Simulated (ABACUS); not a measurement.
Write the native input for ABACUS 3.10.1 that does the following.

```yaml
Task: single point
Functional: PBE
Potentials_or_basis: PseudoDojo NC SR 0.4.1 PBE standard
Cutoff: 1184 eV
Density_cutoff: 4735 eV
Basis: plane waves
k_mesh: 3 × 6 × 6
Occupations: fermi-dirac, width 0.05 eV
Spin: no spin polarisation
Radial_cutoff_of_the_potentials_pseudo_rcut: 10 bohr
SCF_threshold_on_the_density: 1e-08
Max_SCF_steps: 100
Eigensolver: dav
Mixing: broyden
Mixing_share: 0.7
Symmetry_key: 1
Bands: 72
```

SnSe:

```
Sn Se
1.0
    11.42000    0.00000    0.00000
     0.00000    4.19000    0.00000
     0.00000    0.00000    4.46000
Sn Se
4 4
Direct
  0.87532 0.75014 0.90992
  0.62557 0.24558 0.41107
  0.37286 0.74919 0.59463
  0.12656 0.26253 0.08547
  0.64479 0.76315 0.98880
  0.85588 0.25954 0.48444
  0.14295 0.75453 0.50909
  0.36049 0.23136 0.01167
```

The cell isn't the ideal one: atoms moved at random, drawn with an rms of 0.05 Å.

One way to write it, as run:

INPUT

```
INPUT_PARAMETERS
suffix              SnSe
calculation         scf
basis_type          pw
pseudo_dir          ./
symmetry            1
dft_functional      pbe
ecutwfc             87
pseudo_rcut         10
nspin               1
nbands              72
ks_solver           dav
smearing_method     fd
smearing_sigma      0.00367493
scf_thr             1e-08
scf_nmax            100
mixing_type         broyden
mixing_beta         0.7
cal_force           1
cal_stress          1
kpar                4
```

STRU

```
ATOMIC_SPECIES
Sn 118.7100 Sn.upf
Se 78.9710 Se.upf

LATTICE_CONSTANT
1.8897261246

LATTICE_VECTORS
11.4200000000 0.0000000000 0.0000000000
0.0000000000 4.1900000000 0.0000000000
0.0000000000 0.0000000000 4.4600000000

ATOMIC_POSITIONS
Direct

Sn
0.0
4
0.8753190000 0.7501360000 0.9099170000 1 1 1
0.6255730000 0.2455770000 0.4110670000 1 1 1
0.3728620000 0.7491900000 0.5946260000 1 1 1
0.1265620000 0.2625250000 0.0854660000 1 1 1

Se
0.0
4
0.6447880000 0.7631490000 0.9887970000 1 1 1
0.8558790000 0.2595380000 0.4844410000 1 1 1
0.1429490000 0.7545270000 0.5090930000 1 1 1
0.3604920000 0.2313560000 0.0116720000 1 1 1
```

KPT

```
K_POINTS
0
Gamma
3 6 6 0 0 0
```

Potentials or basis: PseudoDojo NC SR 0.4.1 PBE standard, plane waves.

Run with:

```sh
$ OMP_NUM_THREADS=1 mpirun -np 4 abacus > log
```

It gave:

```yaml
Pressure: 3.2 GPa
Largest_force: 0.728 eV/Å
Band_gap_on_the_k_mesh: 0.58 eV, indirect (least direct gap 0.73 eV)
```

Caveat: spin-orbit coupling is left out, which moves the levels of the heavy elements; an odd mesh through Γ misses points on the zone boundary, where band edges often lie.

It took 4.1 min on 4 MPI ranks on AMD EPYC 9R14 (Zen 4), with other jobs on the host, peak memory 3.2 GiB a rank.
